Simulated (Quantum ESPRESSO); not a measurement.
Wanted: the native input for a Quantum ESPRESSO 7.5 run.

```yaml
Task: dielectric tensor
Functional: PBE
Potentials_or_basis: PseudoDojo 0.4.1 SR PBE standard
Cutoff: 1088 eV
Density_cutoff: 4354 eV
k_mesh: 8 × 8 × 2, shifted
Occupations: fermi-dirac, width 0.05 eV
Spin: no spin polarisation
Mixing_beta: 0.5
Most_SCF_iterations: 120
SCF_threshold: 1.2e-09 Ry
```

MoS2:

```xyz
6
Lattice="3.1690 0.0000 0.0000 -1.5845 2.7444 0.0000 0.0000 0.0000 12.3240" Properties=species:S:1:pos:R:3 pbc="T T T"
Mo    1.5845    0.9148    9.2430
Mo    0.0000    1.8296    3.0810
S     1.5845    0.9148    4.6461
S     0.0000    1.8296   10.8081
S     1.5845    0.9148    1.5159
S     0.0000    1.8296    7.6779
```

The input as run:

pw.in

```
&CONTROL
  calculation = 'scf'
  prefix = 'pwscf'
  outdir = './tmp'
  pseudo_dir = './pseudo'
  tprnfor = .true.
  tstress = .true.
  disk_io = 'low'
/
&SYSTEM
  ibrav = 0
  celldm(1) = 8
  nat = 6
  ntyp = 2
  ecutwfc = 80
  nbnd = 36
  occupations = 'smearing'
  smearing = 'fd'
  degauss = 0.00367493
/
&ELECTRONS
  conv_thr = 1.2d-09
  electron_maxstep = 120
  mixing_beta = 0.5
/
ATOMIC_SPECIES
Mo    95.9500 Mo.upf
S     32.0600 S.upf
CELL_PARAMETERS alat
  0.7485677611174   0.0000000000000   0.0000000000000
 -0.3742838805587   0.6482786975834   0.0000000000000
  0.0000000000000   0.0000000000000   2.9111230949860
ATOMIC_POSITIONS crystal
Mo     0.6666666667    0.3333333333    0.7500000000
Mo     0.3333333333    0.6666666667    0.2500000000
S      0.6666666667    0.3333333333    0.3770000000
S      0.3333333333    0.6666666667    0.8770000000
S      0.6666666667    0.3333333333    0.1230000000
S      0.3333333333    0.6666666667    0.6230000000
K_POINTS automatic
8 8 2 0 0 1
```

gamma.in

```
&CONTROL
  calculation = 'bands'
  prefix = 'pwscf'
  outdir = './tmp'
  pseudo_dir = './pseudo'
  disk_io = 'low'
  verbosity = 'high'
/
&SYSTEM
  ibrav = 0
  celldm(1) = 8
  nat = 6
  ntyp = 2
  ecutwfc = 80
  nbnd = 36
  occupations = 'smearing'
  smearing = 'fd'
  degauss = 0.00367493
/
&ELECTRONS
  conv_thr = 1d-08
  electron_maxstep = 120
  mixing_beta = 0.5
  diago_full_acc = .true.
  startingwfc = 'random'
/
ATOMIC_SPECIES
Mo    95.9500 Mo.upf
S     32.0600 S.upf
CELL_PARAMETERS alat
  0.7485677611174   0.0000000000000   0.0000000000000
 -0.3742838805587   0.6482786975834   0.0000000000000
  0.0000000000000   0.0000000000000   2.9111230949860
ATOMIC_POSITIONS crystal
Mo     0.6666666667    0.3333333333    0.7500000000
Mo     0.3333333333    0.6666666667    0.2500000000
S      0.6666666667    0.3333333333    0.3770000000
S      0.3333333333    0.6666666667    0.8770000000
S      0.6666666667    0.3333333333    0.1230000000
S      0.3333333333    0.6666666667    0.6230000000
K_POINTS crystal
1
0.0 0.0 0.0 1
```

scf2.in

```
&CONTROL
  calculation = 'scf'
  prefix = 'pwscf'
  outdir = './tmp'
  pseudo_dir = './pseudo'
  tprnfor = .true.
  tstress = .true.
  disk_io = 'low'
/
&SYSTEM
  ibrav = 0
  celldm(1) = 8
  nat = 6
  ntyp = 2
  ecutwfc = 80
  nbnd = 36
  occupations = 'fixed'
/
&ELECTRONS
  conv_thr = 1d-13
  electron_maxstep = 120
  mixing_beta = 0.5
  startingpot = 'file'
/
ATOMIC_SPECIES
Mo    95.9500 Mo.upf
S     32.0600 S.upf
CELL_PARAMETERS alat
  0.7485677611174   0.0000000000000   0.0000000000000
 -0.3742838805587   0.6482786975834   0.0000000000000
  0.0000000000000   0.0000000000000   2.9111230949860
ATOMIC_POSITIONS crystal
Mo     0.6666666667    0.3333333333    0.7500000000
Mo     0.3333333333    0.6666666667    0.2500000000
S      0.6666666667    0.3333333333    0.3770000000
S      0.3333333333    0.6666666667    0.8770000000
S      0.6666666667    0.3333333333    0.1230000000
S      0.3333333333    0.6666666667    0.6230000000
K_POINTS automatic
8 8 2 0 0 1
```

ph.in

```
dielectric of MoS2
&INPUTPH
  prefix = 'pwscf'
  outdir = './tmp'
  tr2_ph = 1d-18
  fildyn = 'dyn'
  niter_ph = 90
  alpha_mix(1) = 0.7
  epsil = .true.
  trans = .false.
  zeu = .true.
/
0.0000000000 0.0000000000 0.0000000000
```

Potentials or basis: PseudoDojo 0.4.1 SR PBE standard.

Command:

```console
$ OMP_NUM_THREADS=1 pw.x -in pw.in > pw.out
$ OMP_NUM_THREADS=1 pw.x -in gamma.in > gamma.out
$ OMP_NUM_THREADS=1 pw.x -in scf2.in > scf2.out
$ OMP_NUM_THREADS=1 ph.x -in ph.in > ph.out
```

Results of the run:

The pressure is 2.0 GPa and the largest force is 0.057 eV/Å. The electronic dielectric tensor (diagonal) is 15.32, 15.32, 6.43. The born charges (mean of the diagonal) is Mo -0.88; S +0.44 e.

Caveat: the mesh is thin for the dielectric tensor, Born charges and intensities, which usually come out too large; this functional lacks dispersion, which binds the layers, so the pressure and a relaxed spacing across them are unreliable.

Run time: 38 min on 1 thread of Intel(R) Xeon(R) Processor @ 2.50GHz (Skylake/Cascade Lake), with other jobs on the host, peak memory 0.22 GiB.
